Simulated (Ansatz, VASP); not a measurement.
# SnSe2: VASP beside Ansatz

```
Sn Se
1.0
     3.68755    0.00000    0.00000
    -1.84377    3.19351    0.00000
     0.00000    0.00000    5.23247
Sn Se
1 2
Direct
  0.00000 0.00000 0.00000
  0.33333 0.66667 0.30146
  0.66667 0.33333 0.69854
```

Alike in both runs: functional LDA; k mesh 18 × 18 × 10; occupations gaussian, width 0.05 eV; no spin polarisation.

Ansatz relaxed the structure, and its values are those at the end. VASP's run is a single point on that final structure, the one shown.

```csv
,VASP,Ansatz
version,VASP 6.6.1,Ansatz 0.2.0
potentials or method,"VASP PAW LDA potentials, release 64 (Sn_d, Se)","scalar-relativistic, plane waves, PAW"
plane-wave cutoff (eV),520,500
valence electrons in the cell,26,46
```

```tsv
	VASP	Ansatz	Ansatz less VASP
gap on the k mesh at the Fermi level (eV)	none	none	-
pressure (GPa)	12.4	12.0	-0.36
rms of the force components (eV/Å)	0.009	0.000	-0.0094
```

A gap of «none» marks a metal or a gap that the smearing closes. The two sets of potentials don't hold the same shells in valence.
